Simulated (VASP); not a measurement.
Input of a VASP 6.6.1 run:

The input INCAR:

```
PREC = Accurate
ENCUT = 520
EDIFF = 1E-7
ISMEAR = 0
SIGMA = 0.1
LREAL = F
LASPH = T
NELM = 80
ALGO = Normal
ISIF = 2
LWAVE = F
LCHARG = F
GGA = PS
NBANDS = 18
```

The input KPOINTS:

```
Automatic mesh
0
Gamma
  24 24 12
```

POSCAR

```
Sc
1.0
    3.2785900000      0.0000000000      0.0000000000
   -1.6392900000      2.8393400000      0.0000000000
    0.0000000000      0.0000000000      5.0848600000
Sc
2
Direct
    0.3333300000      0.6666700000      0.2500000000
    0.6666700000      0.3333300000      0.7500000000
```

Potentials or basis: VASP PAW PBE potentials, release 64 (Sc_sv).

The run is started by

```bash
$ cat potpaw_PBE.64/Sc_sv/POTCAR > POTCAR
$ mpirun -np 1 vasp_std > vasp.out
```

**Question.** What does it give for the band gap on the k mesh?

**Answer.** None (metal or under the smearing width).

**Question.** Predict the pressure.

**Answer.** -0.1 GPa.

Caveat: the PAW data sets were made with another functional, which shifts forces and pressure a little.
